## Where is the sp³ hybridisation in this tin calculation?

**Question**

I have a density-functional calculation of metallic white tin, and I am trying to read the orbital character of its bands from the projected densities of states. "Projection electrons" counts the electrons of each orbital type in the filled states. "Projection band centre" is the mean energy of those filled states, measured from the Fermi energy.

White tin (I4_1/amd, 2 atoms per cell, volume scaled by 0.92), calculated with OpenMX 3.8.5 using LDA-PW92, OpenMX 2013 pseudopotentials, the basis Sn7.0-s3p2d2 and a 9×9×9 k mesh (12×12×12 for the densities of states), without spin-orbit coupling. The Mulliken projections cover filled states from −12 eV up to the Fermi energy, which is the zero of energy.

```csv
projection name,projection electrons (e),projection band centre (eV)
Sn1_s,1.870,-6.520
Sn1_p,1.690,-2.600
Sn1_d,0.380,-2.780
Sn2_s,1.870,-6.520
Sn2_p,1.690,-2.600
Sn2_d,0.380,-2.780
```

I learned that group 14 elements bond through sp³ hybrids, which would put one electron in s and three in p. Here s holds more electrons than p. There is also a d contribution, although tin has a full 4d shell and no partly filled one. Why do the electrons divide in this way, and does the high s count mean that tin keeps an inert pair?

**Answer**

The two atoms are equivalent by symmetry, so the three Sn1 rows contain everything. Follow Sn1_s and Sn1_p first. Their electron totals look similar, 1.87 and 1.69, but an s shell has two places per atom and a p shell has six. The s places are therefore about 94 % filled and the p places only about 28 %. It is this contrast that needs explaining, more than the small difference between the totals.

Two limiting cases help. In the first, the s level lies so far below the p levels that the two hardly mix. Tin has four electrons outside its 4d shell: two fill s, and the other two go into p. This is the count s²p², which is also that of the free atom.

For the second limit, assume that s and p orbitals take part in the bonding on equal terms, so that every place is filled equally. Four electrons then share $2+6=8$ places, which gives half an electron per place. The s shell receives $2\times\tfrac12=1$ electron and the p shell $6\times\tfrac12=3$. That is s¹p³, the count of your ideal sp³ hybrids.

The table can now be placed between these limits without fitting anything. Going from the first limit to the second moves one whole electron out of s. The calculated s count is only 0.13 below two, so by this count the crystal has gone roughly a tenth of the way. In its electron count, white tin is still close to the free atom.

The reason for this closeness is the depth of the s level, which the atom brings with it into the crystal. A 5s electron has no angular momentum to keep it away from the nucleus. It spends more time inside the inner shells, where the nuclear charge is less screened, and is bound more strongly than a 5p electron. The band centres show the same order: the filled s states are centred 3.92 eV below the filled p states.

That distance should not be read as the spacing of the atomic levels. Each centre averages over filled states only. For s this covers nearly the whole shell, but for p it leaves out most of the places, and those lie above the Fermi energy. The centre of the complete p band must therefore be higher than the tabulated one, and the true separation of the two bands is very likely larger than 3.92 eV.

What, then, does bonding do to the s count? Neighbouring atoms couple s orbitals to p orbitals, so that the crystal states are mixtures. Yet mixing does not by itself change the totals. If an s-like state and a p-like state are both filled, they can exchange character freely, and the sum of their s parts stays the same. Only s character carried into empty states is lost from the count.

This can be written as

$$n_s = 2-h_s ,$$

where $n_s$ is the number of s electrons per atom and $h_s$ is the amount of 5s character above the Fermi energy, in a model with one s orbital per atom. In the limit of a very deep s level, $h_s$ goes to zero. As the coupling grows relative to the distance between the levels, the upper, mostly empty states take up more s character and $h_s$ rises. To judge a related material, compare these two energies: a deeper s level or a weaker coupling between neighbours brings the count closer to two.

The same relation answers your question about the inert pair. Imagine a crystal whose atoms carry only s orbitals, each with two electrons. Both the bonding and the antibonding combinations are then full, and the count is exactly two per atom, whether the atoms barely touch or form a wide band. What the bonding states gain, the antibonding ones cancel, so these electrons make no net covalent bond and can equally well be described as one pair on each atom. In this sense a count near two does point to a largely inert pair. It doesn't mean that the s levels stay sharp, as in separate atoms, or that the pair sticks out to one side as a lone pair.

Now take the odd row, Sn1_d, with its 0.38 electrons. It is not a sign of an opened 4d shell. The ten 4d electrons of tin lie well below the energy window of this analysis, which starts at −12 eV. The d row describes d-shaped character within the bands that come from 5s and 5p.

Such character has a standard origin. An orbital in a crystal is distorted by its neighbours, and some added d-shaped character lets a p orbital bend towards a bond in ways that s and p functions on the same atom do not allow. The d functions on one atom also help to describe the tails of orbitals centred on the next atom. In both cases the calculation books part of an ordinary valence electron under d. With no d functions beyond those needed for the 4d shell, much of this weight would probably be booked under s and p instead.

The band centre fits this reading. The filled d weight is centred 3.74 eV above the s states but only 0.18 eV below the p states, so on average it lies where the filled p character lies. The small distance between d and p has no meaning as a difference between two atomic levels, because both rows largely describe the same group of bands.

The p count can now be compared with the simple picture as well. Taken alone, the p row falls 0.31 electrons short of the two that the deep-s limit predicts. If the d weight is counted with p, the sum is $1.69+0.38=2.07$, close to two and far from the three of the sp³ limit. Giving all of the d weight to p is a simplification, since some of it may belong to s, but the choice works in favour of sp³ and still leaves the count near s²p². It is not a second, independent test: the total is fixed near four, so a nearly full s shell leaves about two electrons for p and d together.

With that choice the counts agree with s²p² to about a tenth of an electron, but the division itself is less certain than that. The three projections add up to 3.94 electrons per atom instead of four, and that difference is about half as large as the loss from s. In addition, a Mulliken projection divides the density shared between two orbitals equally, so its values move with the basis set. The s row also collects all three s functions that the basis gives each atom, so the 5s orbital itself may have lost more than the row shows. I would trust the statement that s is mostly filled, but would not read a value of $h_s$ from the table. The cell was also scaled down from its starting volume and not relaxed afterwards, so the values belong to that geometry.

Spin-orbit coupling is left out of the calculation, and for an element as heavy as tin it would split the 5p levels. That matters for the detailed shape of the bands near the Fermi energy. The splitting is expected to stay below one electronvolt, well short of the distance between the s and p centres, so the broad order of the bands should survive.

This also limits what the table says about tin in electronics, where it serves in solder joints and contact finishes. Current is carried by states close to the Fermi energy, whereas these rows sum over all filled states in the window, many of them several electronvolts deeper. The large s total therefore does not mean that the current flows mainly through s states. For that you would look at the projected density of states at the Fermi energy itself.
